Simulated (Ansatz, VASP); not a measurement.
# Ga: VASP beside Ansatz

File INCAR:

```
ALGO     = Normal         # electronic algorithm
EDIFF    = 1E-6           # SCF threshold, eV
ENCUT    = 520            # plane-wave cutoff, eV
GGA      = PE             # functional
ISIF     = 2              # what is computed and relaxed
ISMEAR   = -1             # smearing method
LASPH    = True           # aspherical terms in the spheres
LCHARG   = True           # write CHGCAR
LELF     = True           # ELF
LREAL    = False          # projectors in reciprocal space
LVHAR    = True         
LWAVE    = False          # write WAVECAR
NBANDS   = 20             # bands
NELM     = 60             # most SCF steps
PREC     = Accurate       # precision mode
SIGMA    = 0.05           # smearing width, eV
```

The input KPOINTS:

```
k-points
0
Gamma
  11 11 11
```

Contents of POSCAR:

```
Ga
1.0
    0.0000000000      2.3331712524      2.3331712524
    2.3331712524      0.0000000000      2.3331712524
    2.3331712524      2.3331712524      0.0000000000
Ga
2
Direct
   -0.1250000000     -0.1250000000     -0.1250000000
    0.1250000000      0.1250000000      0.1250000000
```

Input for Ansatz:

```yaml
crystal:
  lattice:
    - [0.0, 2.3331712524, 2.3331712524]
    - [2.3331712524, 0.0, 2.3331712524]
    - [2.3331712524, 2.3331712524, 0.0]
  atoms:
    - { symbol: Ga, position: [-0.125, -0.125, -0.125] }
    - { symbol: Ga, position: [0.125, 0.125, 0.125] }
kpoints:
  mp_grid: { grid: [11, 11, 11] }
scf:
  occupations: { method: fermi_dirac, width: 0.05 }
hamiltonian:
  xc: pbe
  pseudopotentials: { kind: paw }
output:
  forces: true
  stress: true
  eigenvalues: true
  populations: true
```

Change from the starting cell: volume scaled by 0.5, PAW files.

Alike in both runs: task single point; functional PBE; k mesh 11 × 11 × 11; occupations fermi-dirac, width 0.05 eV; no spin polarisation.

|  | VASP | Ansatz |
| --- | --- | --- |
| version | VASP 6.6.1 | Ansatz 0.2.0 |
| potentials or method | VASP PAW PBE potentials, release 64 (Ga_d) | PAW with Ansatz's default frozen-core files, scalar-relativistic |
| plane-wave cutoff (eV) | 520 | 420 |
| valence electrons in the cell | 26 | 26 |

```tsv
	VASP	Ansatz	Ansatz less VASP
pressure (GPa)	127.8	125.5	-2.30
```

Caveats: the cell as given lies far from equilibrium; so large a pressure means that the cell lies far from this level's equilibrium, or that cutoff or potentials fall short (VASP).
